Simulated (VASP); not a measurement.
# C (Fd-3m) in VASP: further runs

One crystal, C, is run at these levels: PBE; tasks: relaxation of cell and atoms.

Everything below comes from runs of VASP 6.6.1. Logs are shortened: lines on timing, memory, paths and dates and some standing lists are left out, and cuts for length are marked.

## Step 1: The crystal as given

The structure is cubic, space group Fd-3m (No. 227). Conventional cell: a = 3.567 Å, b = 3.567 Å, c = 3.567 Å, α = 90.00°, β = 90.00°, γ = 90.00°. C (site symmetry -43m) has 4 C at 1.54 Å as nearest neighbours.

This isn't the form of C at room conditions, which is graphite.

## Step 2: Relaxation of cell and atoms, PBE

Contents of INCAR:

```
ALGO = Fast ; EDIFF = 1E-7
EDIFFG = -0.002 ; ENCUT = 520
GGA = PE ; IBRION = 2
ISIF = 3 ; ISMEAR = 0
LASPH = T ; LCHARG = F
LREAL = F ; LWAVE = F
NELM = 80 ; NSW = 80
PREC = Accurate ; SIGMA = 0.02
```

Contents of KPOINTS:

```
k-points
0
Gamma
  20 20 20
```

Contents of POSCAR:

```
C
1.0
    0.0000000000      1.7833700000      1.7833700000
    1.7833700000      0.0000000000      1.7833700000
    1.7833700000      1.7833700000      0.0000000000
C
2
Direct
    0.0000000000      0.0000000000      0.0000000000
    0.2500000000      0.2500000000      0.2500000000
```

Potentials or basis: VASP PAW PBE potentials, release 64 (C).

On the command line:

```bash
$ cat potpaw_PBE.64/C/POTCAR > POTCAR
$ mpirun -np 1 vasp_std > vasp.out
```

OUTCAR:

```text
EDIFF = 1E-7
   EDIFFG = -0.002
   ENCUT = 520
   GGA = PE
   IBRION = 2
   ISIF = 3
   ISMEAR = 0
   LASPH = T
   LREAL = F
   NELM = 80
   NSW = 80
   PREC = Accurate

 ion  position               nearest neighbor table
   1  0.000  0.000  0.000-   2 1.54   2 1.54   2 1.54   2 1.54
   2  0.250  0.250  0.250-   1 1.54   1 1.54   1 1.54   1 1.54

  LATTYP: Found a face centered cubic cell.
 ALAT       =     3.5667400000

  Lattice vectors:

 A1 = (   0.0000000000,   1.7833700000,   1.7833700000)
 A2 = (   1.7833700000,   0.0000000000,   1.7833700000)
 A3 = (   1.7833700000,   1.7833700000,   0.0000000000)

Analysis of symmetry for initial positions (statically):
=====================================================================
 Subroutine PRICEL returns:
 Original cell was already a primitive cell.

 Routine SETGRP: Setting up the symmetry group for a
 face centered cubic supercell.

 Subroutine GETGRP returns: Found 48 space group operations
 (whereof 24 operations were pure point group operations)
 out of a pool of 48 trial point group operations.

The static configuration has the point symmetry T_d .
 The point group associated with its full space group is O_h .

Analysis of symmetry for dynamics (positions and initial velocities):
=====================================================================
 Subroutine PRICEL returns:
 Original cell was already a primitive cell.

 Routine SETGRP: Setting up the symmetry group for a
 face centered cubic supercell.

 Subroutine GETGRP returns: Found 48 space group operations
 (whereof 24 operations were pure point group operations)
 out of a pool of 48 trial point group operations.

The dynamic configuration has the point symmetry T_d .
 The point group associated with its full space group is O_h .

 Subroutine INISYM returns: Found 48 space group operations
 (whereof 24 operations are pure point group operations),
 and found     1 'primitive' translations

----------------------------------------------------------------------------------------

                                     Primitive cell

  volume of cell :      11.3437

  direct lattice vectors                    reciprocal lattice vectors
     0.000000000  1.783370000  1.783370000    -0.280368067  0.280368067  0.280368067
     1.783370000  0.000000000  1.783370000     0.280368067 -0.280368067  0.280368067
     1.783370000  1.783370000  0.000000000     0.280368067  0.280368067 -0.280368067

  length of vectors
     2.522066041  2.522066041  2.522066041     0.485611737  0.485611737  0.485611737

  position of ions in fractional coordinates (direct lattice)
     0.000000000  0.000000000  0.000000000
     0.250000000  0.250000000  0.250000000

  ion indices of the primitive-cell ions
   primitive index   ion index
                 1           1
                 2           2

----------------------------------------------------------------------------------------

 KPOINTS: k-points

Automatic generation of k-mesh.
 Grid dimensions read from file:
 generate k-points for:   20   20   20

 Generating k-lattice:

  Cartesian coordinates                     Fractional coordinates (reciprocal lattice)
    -0.014018403  0.014018403  0.014018403     0.050000000  0.000000000  0.000000000
     0.014018403 -0.014018403  0.014018403     0.000000000  0.050000000  0.000000000
     0.014018403  0.014018403 -0.014018403     0.000000000  0.000000000  0.050000000

  Length of vectors
     0.024280587  0.024280587  0.024280587

  Shift w.r.t. Gamma in fractional coordinates (k-lattice)
     0.000000000  0.000000000  0.000000000

 Subroutine IBZKPT returns following result:
 ===========================================

 Found    256 irreducible k-points:

 Following reciprocal coordinates:
            Coordinates               Weight
  0.000000  0.000000  0.000000      1.000000
  0.050000  0.000000  0.000000      8.000000
  0.100000  0.000000  0.000000      8.000000
  0.150000  0.000000  0.000000      8.000000
  0.200000  0.000000  0.000000      8.000000
  0.250000  0.000000  0.000000      8.000000
[... 16 lines left out ...]
 -0.400000  0.050000  0.000000     24.000000
 -0.350000  0.050000  0.000000     24.000000
 [... further k-points ...]
   k-points           NKPTS =    256   k-points in BZ     NKDIM =    256   number of bands    NBANDS=      8
   number of dos      NEDOS =    301   number of ions     NIONS =      2
   total plane-waves  NPLWV =   8000
   dimension x,y,z NGX =    20 NGY =   20 NGZ =   20
   dimension x,y,z NGXF=    40 NGYF=   40 NGZF=   40
   ions per type =               2
   NGX,Y,Z   is equivalent  to a cutoff of  13.18, 13.18, 13.18 a.u.
   NGXF,Y,Z  is equivalent  to a cutoff of  26.37, 26.37, 26.37 a.u.
 SYSTEM =  unknown system
   PREC   = accura    normal or accurate (medium, high low for compatibility)
   ISTART =      0    job   : 0-new  1-cont  2-samecut
   ICHARG =      2    charge: 1-file 2-atom 10-const
   ISPIN  =      1    spin polarized calculation?
   LNONCOLLINEAR =      F non collinear calculations
   LSORBIT =      F    spin-orbit coupling
   LASPH  =      T    aspherical Exc in radial PAW
   ENCUT  =  520.0 eV  38.22 Ry    6.18 a.u.   4.69  4.69  4.69*2*pi/ulx,y,z
   NELM   =     80;   NELMIN=  2; NELMDL= -5     # of ELM steps
   EDIFF  = 0.1E-06   stopping-criterion for ELM
   LREAL  =      F    real-space projection
   EDIFFG = -.2E-02   stopping-criterion for IOM
   NSW    =     80    number of steps for IOM
   IBRION =      2    ionic relax: 0-MD 1-quasi-New 2-CG
   NFREE  =      1    steps in history (QN), initial steepest desc. (CG)
   ISIF   =      3    stress and relaxation
   ISYM   =      2    0-nonsym 1-usesym 2-fastsym
   POTIM  = 0.5000    time-step for ionic-motion
   TEBEG  =    0.0;   TEEND  =   0.0 temperature during run
   PSTRESS=    0.0 pullay stress
   NELECT =       8.0000    total number of electrons
   NUPDOWN=      -1.0000    fix difference up-down
   EMIN   =  10.00;   EMAX   =-10.00  energy-range for DOS
   EFERMI =   0.00;   METHOD = LEGACY
   ISMEAR =     0;   SIGMA  =   0.02  broadening in eV -4-tet -1-fermi 0-gaus
   EFERMI_NEDOS =   21; number of points for ismear=-14 and -15
   IALGO  =     68    algorithm
   IMIX   =      4    mixing-type and parameters
     AMIX     =   0.40;   BMIX     =  1.00
     AMIX_MAG =   1.60;   BMIX_MAG =  1.00
  volume/ion in A,a.u.               =       5.67        38.28
  Fermi-wavevector in a.u.,A,eV,Ry     =   1.457203  2.753714 28.891161  2.123440
  Thomas-Fermi vector in A             =   2.574032
   LORBIT       =      0    0 simple, 1 ext, 2 COOP (PROOUT), +10 PAW based schemes
   GGA     = PE    functional components
   LHFCALC =     F    Hartree Fock is set to
   AEXX    =    0.0000 exact exchange contribution
   IVDW    =     0    specifies the selected vdW correction
   LEPSILON=     F    determine dielectric tensor
   LRPA    =     F    only Hartree local field effects (RPA)
 conjugate gradient relaxation of ions
 non-spin polarized calculation
 RMM-DIIS sequential band-by-band and
 Gauss-broadening in eV      SIGMA  =   0.02
  energy-cutoff  :      520.00
  volume of cell :       11.34
 maximum number of plane-waves:       322
   NGX =  9   NGY =  9   NGZ =  9

--------------------------------------- Ionic step        1  -------------------------------------------

 number of electron       7.9999999 magnetization

 Free energy of the ion-electron system (eV)
  ---------------------------------------------------
  ext. energy  EPLUGINS =         0.00000000
  ---------------------------------------------------
  free energy    TOTEN  =       -18.18525701 eV

  energy without entropy =      -18.18525701  energy(sigma->0) =      -18.18525701

------------------------ aborting loop because EDIFF is reached ----------------------------------------

  FORCE on cell =-STRESS in cart. coord.  units (eV):
  Direction    XX          YY          ZZ          XY          YZ          ZX
  --------------------------------------------------------------------------------------
  -------------------------------------------------------------------------------------
  Total        0.1739442      0.1739442      0.1739442      0.0000000      0.0000000      0.0000000
  in kB       24.5677967     24.5677967     24.5677967      0.0000000      0.0000000      0.0000000
  external PRESSURE =      24.5677967 kB  Pullay stress =       0.0000000 kB
[... 57 lines left out ...]
  energy  without entropy=      -18.1850044826  energy(sigma->0) =      -18.18500448

--------------------------------------- Ionic step        3  -------------------------------------------

 number of electron       7.9999999 magnetization

 Free energy of the ion-electron system (eV)
  ---------------------------------------------------
  ext. energy  EPLUGINS =         0.00000000
  ---------------------------------------------------
  free energy    TOTEN  =       -18.18574382 eV

  energy without entropy =      -18.18574382  energy(sigma->0) =      -18.18574382

 E-fermi :   9.8302     XC(G=0): -13.2227

 val. band max:        9.6488678234   @ k =   0.0000   0.0000   0.0000
 cond. band min:      13.7695613033   @ k =   0.3500   0.3500   0.0000
 fundamental gap:      4.1206934800
 Fermi energy:         9.8302262803

 k-point     1 :       0.0000    0.0000    0.0000
  band No.  band energies     occupation
      1     -11.7531      2.00000
      2       9.6489      2.00000
      3       9.6489      2.00000
      4       9.6489      2.00000
      5      15.2232      0.00000
      6      15.2232      0.00000
      7      15.2232      0.00000
      8      22.8523      0.00000
[... 243 lines left out ...]
 k-point    24 :      -0.3500    0.0500    0.0000
  band No.  band energies     occupation
      1      -8.0863      2.00000
      2      -0.6797      2.00000
      3       6.6536      2.00000
      4       7.3128      2.00000
      5      17.9065      0.00000
      6      18.2028      0.00000
      7      18.4690      0.00000
      8      24.8876      0.00000

 [... further k-points ...]

------------------------ aborting loop because EDIFF is reached ----------------------------------------

  FORCE on cell =-STRESS in cart. coord.  units (eV):
  Direction    XX          YY          ZZ          XY          YZ          ZX
  --------------------------------------------------------------------------------------
  -------------------------------------------------------------------------------------
  Total        0.0008453      0.0008453      0.0008453      0.0000000      0.0000000     -0.0000000
  in kB        0.1187243      0.1187243      0.1187243      0.0000000      0.0000000     -0.0000000
  external PRESSURE =       0.1187243 kB  Pullay stress =       0.0000000 kB
[... 17 lines left out ...]
  FREE ENERGIE OF THE ION-ELECTRON SYSTEM (eV)
  ---------------------------------------------------
  free  energy   TOTEN  =       -18.1857438197 eV

  energy  without entropy=      -18.1857438197  energy(sigma->0) =      -18.18574382

 reached required accuracy - stopping structural energy minimisation
```

Run time: 30 s. Hardware: 1 thread of Intel Xeon Platinum 8488C (Sapphire Rapids), shared host; peak memory 0.13 GiB.

What came out:

| Item | Value |
| --- | --- |
| Free energy | -18.1857 eV |
| Relaxed volume | 5.70 Å³/atom |
| Relaxed cell | a = 2.527 Å, b = 2.527 Å, c = 2.527 Å, α = 60.00°, β = 60.00°, γ = 60.00° |
| Space group after relaxing (to 0.05 Å) | Fd-3m (No. 227) |
| Energy gained by relaxing | 0.2 meV/atom |
| Ionic steps | 3 |
| Pressure after relaxing | 0.0 GPa |
| Band gap on the k mesh | 4.12 eV, indirect (least direct gap 5.57 eV) |

Step by step:
```
step  energy change (eV)  largest force (eV/Å)  pressure (GPa)  volume (Å³)
   1              0.0000                0.0000            2.46        11.34
   2              0.0003                0.0000           -2.96        11.49
   3             -0.0005                0.0000            0.01        11.41
```

Final structure:
```cif
data_structure
_symmetry_space_group_name_H-M 'P 1'
_symmetry_Int_Tables_number 1
_cell_length_a 2.5268
_cell_length_b 2.5268
_cell_length_c 2.5268
_cell_angle_alpha 60.000
_cell_angle_beta 60.000
_cell_angle_gamma 60.000
_cell_volume 11.41
loop_
_atom_site_label
_atom_site_type_symbol
_atom_site_fract_x
_atom_site_fract_y
_atom_site_fract_z
_atom_site_occupancy
C1 C 0.00000 0.00000 0.00000 1
C2 C 0.25000 0.25000 0.25000 1
```

Levels at points of the mesh, in eV from the valence-band top:
```tsv
k point	band 1	band 2	band 3	band 4	band 5	band 6	band 7	band 8
(0.00, 0.00, 0.00)	-21.40	0.00	0.00	0.00	5.57	5.57	5.57	13.20
(0.50, 0.00, 0.00)	-15.66	-13.31	-2.79	-2.79	8.44	8.44	8.77	15.65
(0.50, 0.50, 0.00)	-12.72	-12.72	-6.26	-6.26	4.75	4.75	16.72	16.72
```

## Step 3: Relaxation of cell and atoms, PBE

This run uses another cell than the first one, of 5.70 Å³/atom, 1.006 times its volume.

INCAR is that of step 2.

KPOINTS is that of step 2.

Contents of POSCAR:

```
C                                       
1.0
   -0.0000000000      1.7867132742      1.7867132742
    1.7867132742      0.0000000000      1.7867132742
    1.7867132742      1.7867132742     -0.0000000000
  C             
     2
Direct
     0.0000000000000000    0.0000000000000000    0.0000000000000000
     0.2500000000000000    0.2500000000000000    0.2500000000000000
```

Potentials or basis: VASP PAW PBE potentials, release 64 (C).

On the command line:

```bash
$ cat potpaw_PBE.64/C/POTCAR > POTCAR
$ mpirun -np 1 vasp_std > vasp.out
```

It took 17 s on 1 thread of Intel Xeon Platinum 8488C (Sapphire Rapids), shared host; peak memory 0.13 GiB.

It converged, with:

- Free energy: -18.1858 eV
- Pressure after relaxing: 0.0 GPa
- Band gap on the k mesh: 4.12 eV, indirect (least direct gap 5.57 eV)

Final structure:
```cif
data_structure
_symmetry_space_group_name_H-M 'P 1'
_symmetry_Int_Tables_number 1
_cell_length_a 2.5268
_cell_length_b 2.5268
_cell_length_c 2.5268
_cell_angle_alpha 60.000
_cell_angle_beta 60.000
_cell_angle_gamma 60.000
_cell_volume 11.41
loop_
_atom_site_label
_atom_site_type_symbol
_atom_site_fract_x
_atom_site_fract_y
_atom_site_fract_z
_atom_site_occupancy
C1 C 0.00000 0.00000 0.00000 1
C2 C 0.25000 0.25000 0.25000 1
```

Levels at points of the mesh, in eV from the valence-band top:
```
           k point  band 1  band 2  band 3  band 4  band 5  band 6  band 7  band 8
(0.00, 0.00, 0.00)  -21.40    0.00    0.00    0.00    5.57    5.57    5.57   13.20
(0.50, 0.00, 0.00)  -15.66  -13.31   -2.79   -2.79    8.44    8.44    8.77   15.65
(0.50, 0.50, 0.00)  -12.72  -12.72   -6.26   -6.26    4.75    4.75   16.72   16.72
```

Caveat: the relaxation stopped at its first step, so nothing moved. As with any semilocal functional, this PBE gap is likely too small.
